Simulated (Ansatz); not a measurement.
# Bands of HgS

```
Hg S
1.0
     0.00000    2.92900    2.92900
     2.92900    0.00000    2.92900
     2.92900    2.92900    0.00000
Hg S
1 1
Cartesian
  0.0000 0.0000 0.0000
  4.3935 4.3935 4.3935
```

Atom numbers follow the list: Hg1, S2.

The cell is COD entry 1011368, as deposited and not checked against the literature; nothing was relaxed.

Spin–orbit coupling is left out, though it moves levels of the heavy atoms by tenths of an eV or more.

Level of theory: DFT, PBEsol, all-electron LAPW, scalar-relativistic (Ansatz 0.2.0).

Sampling and basis: a Γ-centred 8×8×8 k mesh, Fermi–Dirac smearing of 0.02 eV, basis error target 1 meV/atom, no spin polarisation.

Points in fractions of the reciprocal vectors of this cell: Γ (0, 0, 0), X (-0.5, -0.5, 0), U (-0.375, -0.375, 0.25), K (-0.375, 0, 0.375), L (0, 0, 0.5), W (-0.5, -0.25, 0.25). The path joins them by straight lines in the order Γ–X–U–K–Γ–L–W–X; legs that retrace an earlier one aren't tabulated. Energies are in eV from the Fermi level.

**Question.** Is there a gap?

**Answer.** None at this level of theory (metallic, semimetallic, or a small gap that the functional closes).

**Question.** List the levels between -20 and 8 eV at the symmetry points.

**Answer.** 
Γ: -13.28, -7.12 (×3), -6.21 (×2), -0.57, -0.01 (×3), 5.89 (×3)
X: -12.55, -7.00, -6.49 (×2), -6.04, -5.78, -4.91, -2.37 (×2), 3.15, 3.27
U: -12.56, -6.88, -6.60, -6.41, -6.13, -5.57, -5.15, -2.92, -1.92, 3.25, 4.58, 7.94
K: -12.56, -6.88, -6.60, -6.41, -6.13, -5.57, -5.15, -2.92, -1.92, 3.25, 4.58, 7.94
L: -12.73, -6.91 (×2), -6.13 (×2), -5.80, -5.58, -1.00 (×2), 1.49, 6.63 (×2), 6.77
W: -12.55, -6.78, -6.63, -6.34, -6.27, -5.43, -5.20, -2.87, -2.36, 3.77, 5.17, 6.61, 7.68
